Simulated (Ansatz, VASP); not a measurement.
# Cross-check of TiAl2 (TiAl2 in the C11b ordering) between VASP and Ansatz, part 2 of 2

Wanted: the spread between two codes on one cell, functional and k mesh. The cell is generated by rule, not measured, and may not be a known phase. Of the first pair: The cell is taken from a series of runs on this material, whose earlier steps may have relaxed, scaled, displaced or heated it; both programs get it as it stands.

VASP 6.6.1 and Ansatz 0.2.0.

So far: The starting structure; VASP: relaxation of cell and atoms, PBE, pair 1; Ansatz: relaxation of cell and atoms, PBE, pair 1; Side by side.

### Step 5. VASP: relaxation of cell and atoms, PBE, pair 2

Level of this step: PBE; plane waves and PAW (Ti_sv, Al); invented cell (VASP).

The relaxed volume is the usual yardstick between codes: in a stiff, nearly cubic crystal its relative difference is about their pressure difference at one cell divided by the bulk modulus. Its start cell is another than that of the pair before, and may be another structure of the material.

INCAR

```
SYSTEM = TiAl2
PREC = Accurate
ENCUT = 500
EDIFF = 1E-07
NELM = 120
ISMEAR = 0
SIGMA = 0.1
LREAL = .FALSE.
ALGO = Normal
GGA = PE
NBANDS = 15
LASPH = .TRUE.
LORBIT = 11
LWAVE = .FALSE.
LCHARG = .FALSE.
ISIF = 3
IBRION = 2
NSW = 80
EDIFFG = -0.005
GGA_COMPAT = .FALSE.
NELMIN = 4
KPAR = 2
```

POSCAR

```
TiAl2
1.0
    2.9096618098      0.0000000000     -0.0000019079
    0.0000000000      2.9096618098     -0.0000019079
    1.4548333941      1.4548333941      5.7572614780
Ti Al
1 2
Direct
    0.0000000000      0.0000000000      0.0000000000
    0.6650633181      0.6650633181      0.6698737758
    0.3349368879      0.3349368879      0.3301264302
```

KPOINTS

```
Automatic mesh
0
Gamma
10 10 10
0 0 0
```

The projector-augmented-wave data sets are Ti_sv and Al (PBE family, release 64).

The run is started by

```sh
$ mpirun -np 2 vasp_std
```

Numbers of over 12 decimals in the logs are rounded to 6 here.

What it wrote:

```text
[... set-up lines as in an earlier step ...]
 entering main loop
       N       E                     dE             d eps       ncg     rms          rms(c)
DAV:   1     0.106597153235E+03    0.10660E+03   -0.82523E+03  3060   0.115E+03
DAV:   2    -0.104264125551E+02   -0.11702E+03   -0.11397E+03  3158   0.302E+02
DAV:   3    -0.174502337271E+02   -0.70238E+01   -0.68627E+01  5020   0.671E+01
DAV:   4    -0.176406247373E+02   -0.19039E+00   -0.19014E+00  3482   0.104E+01
[...]
DAV:  13    -0.160608011680E+02    0.40284E-06   -0.81767E-06  3690   0.233E-02    0.270E-03
DAV:  14    -0.160608014615E+02   -0.29354E-06   -0.27558E-07  3904   0.489E-03    0.226E-03
DAV:  15    -0.160608014019E+02    0.59644E-07   -0.16997E-07  2820   0.369E-03
   1 F= -.16060801E+02 E0= -.16057045E+02  d E =-.160608E+02
[... from here on, the cycles between the ionic steps are left out ...]
   2 F= -.16060867E+02 E0= -.16057077E+02  d E =-.651546E-04
   3 F= -.16060933E+02 E0= -.16057056E+02  d E =-.131133E-03
   4 F= -.16060963E+02 E0= -.16057068E+02  d E =-.308900E-04
   5 F= -.16061037E+02 E0= -.16057086E+02  d E =-.104846E-03
   6 F= -.16061105E+02 E0= -.16057045E+02  d E =-.172483E-03
[...]
reached required accuracy - stopping structural energy minimisation
```

Parts of OUTCAR (step 5):

```text
  Total       -0.0012180     -0.0012180      0.0058452      0.0000000      0.0000000      0.0000000
  in kB       -0.0399966     -0.0399966      0.1919453      0.0000000      0.0000001      0.0000001
  external PRESSURE =       0.0373174 kB  Pullay stress =       0.0000000 kB

 POSITION                                       TOTAL-FORCE (eV/Angst)
 -----------------------------------------------------------------------------------
      0.00000      0.00000      0.00000        -0.000000     -0.000000     -0.000000
      2.90026      2.90026      3.88784        -0.000000     -0.000000     -0.001238
      1.45013      1.45013      1.91260         0.000000      0.000000      0.001238
 -----------------------------------------------------------------------------------
    total drift:                                0.000034      0.000034      0.000116

  FREE ENERGIE OF THE ION-ELECTRON SYSTEM (eV)
  ---------------------------------------------------
  free  energy   TOTEN  =       -16.0611050183 eV

  energy  without entropy=      -16.0529844455  energy(sigma->0) =      -16.05704473

[... 2 parts as in an earlier step ...]

[... 2 further parts left out ...]
[key lines of the parts left out:]
E-fermi :   8.3469
```

### Step 6. Ansatz: relaxation of cell and atoms, PBE, pair 2

Its own start cell and the same functional, mesh and smearing now go to Ansatz, which takes its cutoff from its data sets.

The two relaxations start from unlike cells of this crystal (the structure described is Ansatz's start), so only their ends are compared.

input.yaml

```yaml
crystal:
  lattice:
    - [3.23681, 0.0, 0.0]
    - [0.0, 3.23681, 0.0]
    - [1.61841, 1.61841, 4.85522]
  atoms:
    - { symbol: Ti, position: [0.0, 0.0, 0.0] }
    - { symbol: Al, position: [0.66666667, 0.66666667, 0.66666667] }
    - { symbol: Al, position: [0.33333333, 0.33333333, 0.33333333] }
kpoints:
  mp_grid: { grid: [10, 10, 10] }
hamiltonian:
  xc: pbe
scf:
  occupations: { method: gaussian, width: 0.1 }
output:
  forces: true
  stress: true
  eigenvalues: true
  write_density: true
  write_potential: true
  elf: true
  volumetric_format: npy
relax:
  adjacent_minimum: "off"
  f_tol: 0.005
  max_steps: 80
  cell: { stress_tol: 0.05 }
```

The run is started by

```sh
$ ansatz run input.yaml --threads 4 --pin off --max-ram 8192MiB --backend cpu --events-out ev --progress --plain --runs-dir out
```

What it wrote:

```text
[...]
Crystal: 3 atoms, lattice volume = 50.868 Å³
Basis set: ecut = 420 eV, 989 PW (Γ), exchange–correlation on 48×48×72 points (8 copies of the dense FFT grid, shifted against one another)
Bands: 13, of which v1, the nominal top of the filled ones, is band 9 counted from 1 (8 counted from 0)
Symmetry: 16 space group operations
[...]
k-points: 102 of 1000
[...]
--- Relaxed structure (15 steps of the walk, 13 accepted, 3 SCFs on fresh bases) ---
[...]
cell:  # Å, volume = 48.8253 Å³
    - [2.901714, -3.8464971133108097e-13, -1.4941207782720856e-6]
    - [-3.8464971128606693e-13, 2.901714, -1.494120778333833e-6]
    - [1.450860, 1.450860, 5.798768]
  atoms:
    - { symbol: Ti, position: [0, 0, 0] }
    - { symbol: Al, position: [0.664839, 0.664839, 0.670322] }
    - { symbol: Al, position: [0.335161, 0.335161, 0.329678] }
[key lines of the parts left out:]
SCF converged after 8 iterations
Free energy (F): -3575.406322 eV
Fermi energy:    10.086819 eV
P = ⅓ Tr σ = 0.0030 GPa (0.030 kbar)
```

### Step 7. Differences

Compared:

```
                                         quantity  Ansatz   VASP  difference
                                      volume (Å³)   48.83  48.79     +0.07 %
edge a after relaxation, in the typed setting (Å)   2.902  2.900     +0.05 %
edge c after relaxation, in the typed setting (Å)   6.151  6.152     -0.02 %
```

### Step 8. Ansatz: zone-centre phonons, PBE

Second derivatives magnify differences that forces hide, and they need a tight electronic threshold.

The cell is taken from a series of runs on this material, whose earlier steps may have relaxed, scaled, displaced or heated it; both programs get it as it stands.

input.yaml

```yaml
crystal:
  lattice:
    - [2.8981692971, 0.0, -1.4923e-06]
    - [0.0, 2.8981692971, -1.4923e-06]
    - [1.4490876422, 1.4490876422, 5.81399131]
  atoms:
    - { symbol: Ti, position: [0.0, 0.0, 0.0] }
    - { symbol: Al, position: [0.6647232146, 0.6647232146, 0.6705535707] }
    - { symbol: Al, position: [0.3352767854, 0.3352767854, 0.3294464293] }
kpoints:
  mp_grid: { grid: [6, 6, 6] }
hamiltonian:
  xc: pbe
scf:
  occupations: { method: methfessel_paxton, width: 0.2 }
output:
  eigenvalues: true
phonons:
  method: dfpt
  qmesh: [2, 2, 2]
  temperatures: { t_max: 1000, t_step: 50 }
  qpath:
    path:
      - [[0.0, 0.0, 0.0], [0.5, 0.5, 0.5], [0.5, 0.5, 0.75], [0.5, 0.0, 0.5], [0.0, 0.0, 0.0], [0.0, 0.0, 0.5], [0.46893949, 0.0, 0.73446975]]
      - [[0.53106051, 0.0, 0.26553025], [0.0, 0.0, 0.0]]
      - [[0.5, 0.5, 0.5], [0.53106051, 0.46893949, 0.5]]
      - [[0.46893949, 0.46893949, 0.96893949], [0.0, 0.0, 0.5]]
    npoints: 10
```

What it wrote:

```text
[...]
largest difference from the sums on the solved wave vectors: F 6.61e-2 eV, S 9.84e-5 and C_V 3.23e-5 eV/K
  zero-point energy: 0.125320 eV/cell   skipped modes (ω ≤ 0): 3   left out of the sums: 5.74e-5 of the cell's modes: C_V's classical limit lies that fraction below 3 k_B per atom; for a crystal, a wire or a layer, F and S can be off by more, and a phonons.interpolated_qmesh denser along its periods is the remedy for the sampling
[key lines of the parts left out:]
SCF converged after 8 iterations
Free energy (F): -3575.435074 eV
Fermi energy:    10.166688 eV
```

### Step 9. VASP: zone-centre phonons, PBE

The same cell, functional, mesh and smearing now go to VASP, with its own data sets.

INCAR

```
SYSTEM = TiAl2
PREC = Accurate
ENCUT = 500
EDIFF = 1E-08
NELM = 120
ISMEAR = 1
SIGMA = 0.2
LREAL = .FALSE.
ALGO = Normal
GGA = PE
NBANDS = 15
LASPH = .TRUE.
LORBIT = 11
LWAVE = .FALSE.
LCHARG = .FALSE.
ISIF = 2
IBRION = 8
GGA_COMPAT = .FALSE.
KPAR = 2
```

POSCAR

```
TiAl2
1.0
    2.8981692971      0.0000000000     -0.0000014923
    0.0000000000      2.8981692971     -0.0000014923
    1.4490876422      1.4490876422      5.8139913100
Ti Al
1 2
Direct
    0.0000000000      0.0000000000      0.0000000000
    0.6647232146      0.6647232146      0.6705535707
    0.3352767854      0.3352767854      0.3294464293
```

KPOINTS

```
Automatic mesh
0
Gamma
6 6 6
0 0 0
```

The run is started by

```sh
$ mpirun -np 2 vasp_std
```

What it wrote:

```text
[... set-up lines as in an earlier step ...]
 entering main loop
       N       E                     dE             d eps       ncg     rms          rms(c)
DAV:   1     0.104652901967E+03    0.10465E+03   -0.83924E+03   900   0.114E+03
DAV:   2    -0.104102538853E+02   -0.11506E+03   -0.11219E+03   956   0.298E+02
DAV:   3    -0.174834150718E+02   -0.70732E+01   -0.69278E+01  1500   0.679E+01
DAV:   4    -0.176613990961E+02   -0.17798E+00   -0.17788E+00  1002   0.984E+00
[...]
DAV:  14    -0.160899078909E+02   -0.30204E-06   -0.85315E-07  1168   0.976E-03    0.225E-03
DAV:  15    -0.160899078557E+02    0.35185E-07   -0.14449E-07  1138   0.364E-03    0.600E-04
DAV:  16    -0.160899078641E+02   -0.84049E-08   -0.58856E-09   716   0.621E-04
   1 F= -.16089908E+02 E0= -.16092942E+02  d E =0.910329E-02
 Linear response reoptimize wavefunctions to high precision
DAV:   1    -0.160899078621E+02    0.20004E-08   -0.99368E-10   737   0.341E-04
DAV:   2    -0.160899078621E+02    0.25011E-10   -0.14718E-10   604   0.130E-04
 Linear response DOF=           4
 Linear response progress:
[...]
RMM:   6    -0.441460475950E-02   -0.81289E-06   -0.10314E-06  4947   0.403E-03    0.369E-04
RMM:   7    -0.441486534017E-02   -0.26058E-06    0.52424E-08  4944   0.160E-03    0.219E-04
RMM:   8    -0.441487412202E-02   -0.87818E-08   -0.78689E-08  4855   0.702E-04    0.104E-04
 first order change of Fermi-energy  -0.57236E-05
 force on displaced ion       2 direction 1 :  -3.546   0.000   0.000
 Linear response progress:
  Degree of freedom:   4/  4
       N       E                     dE             d eps       ncg     rms          rms(c)
RMM:   1    -0.146784575336E-01   -0.14678E-01    0.13225E-02  1906   0.132E+00
RMM:   2    -0.129715694575E-01    0.17069E-02   -0.23404E-03  1923   0.285E-01    0.106E-01
RMM:   3    -0.129464141361E-01    0.25155E-04   -0.17458E-03  1750   0.255E-01    0.108E-01
RMM:   4    -0.127372956835E-01    0.20912E-03   -0.53412E-04  1586   0.202E-01    0.262E-02
[...]
RMM:  11    -0.128289093276E-01   -0.19786E-06    0.75708E-08  2082   0.478E-04    0.405E-05
RMM:  12    -0.128288409265E-01    0.68401E-07   -0.10284E-08  2101   0.236E-04    0.260E-05
RMM:  13    -0.128288405184E-01    0.40809E-09    0.40813E-09  2212   0.106E-04    0.908E-06
 first order change of Fermi-energy   0.70294E-01
 force on displaced ion       2 direction 3 :  -0.000  -0.000  -6.025
 Linear response finished
```

OUTCAR, selected parts (step 9):

```text
  Total       -0.1656285     -0.1656285      0.3999573      0.0000000      0.0000003      0.0000003
  in kB       -5.4340515     -5.4340515     13.1220657      0.0000000      0.0000096      0.0000096
  external PRESSURE =       0.7513209 kB  Pullay stress =       0.0000000 kB

 POSITION                                       TOTAL-FORCE (eV/Angst)
 -----------------------------------------------------------------------------------
      0.00000      0.00000      0.00000         0.000000      0.000000      0.000000
      2.89817      2.89817      3.89859        -0.000000     -0.000000     -0.029359
      1.44909      1.44909      1.91540         0.000000      0.000000      0.029359
 -----------------------------------------------------------------------------------
    total drift:                               -0.000000     -0.000000      0.000000

[... 2 further parts left out ...]
```

### Step 10. Side by side

What differs besides the data sets and the points named for the pairs above, as far as they apply: VASP's run holds the zone centre alone. Total energies have different zeros and are not compared.

The two programs side by side:

```
                  quantity  Ansatz   VASP  difference
optical mode 1 to 2 (cm⁻¹)   213.2  213.5     -0.14 %
optical mode 3 to 4 (cm⁻¹)   236.1  235.3     +0.33 %
     optical mode 5 (cm⁻¹)   264.8  265.4     -0.23 %
     optical mode 6 (cm⁻¹)   297.5  297.3     +0.07 %
```

Modes are paired by rising frequency, not by their patterns, so a pair may set unlike modes beside each other; they are those without the splitting of longitudinal modes.

### Step 11. Outcome

```yaml
difference_in_volume_relaxation_of_cell_and_atoms_pbe_pair_1: 0.10 %
difference_in_volume_relaxation_of_cell_and_atoms_pbe_pair_2: 0.071 %
r_m_s_difference_of_the_optical_zone_centre_modes_each_program_s_sorted_by_frequency_zone_centre_phonons_pbe: 0.54 cm⁻¹
```

In words: The difference in volume is 0.10 % (relaxation of cell and atoms, PBE, pair 1), within the 1.2 % picked in this series as the mark of a large difference, as far as the stopping tolerances let one tell. 1 further run of this series is not shown here. Such differences can come from data sets, numerical settings and the points named under the comparisons, not from the functional's error against experiment.

[Lines on the potential files, build, host, timing and source positions are cut from VASP's logs without a mark.]

[Logs are printed without paths, hosts, clocks, repeated set-up lines and the standing remarks that a program may print on its own settings, such as how far it seeks lower states.]

[Hosts, paths, dates, database ids (printed as entryN), source tags and the programs' standing remarks are cut or masked in the printed files.]
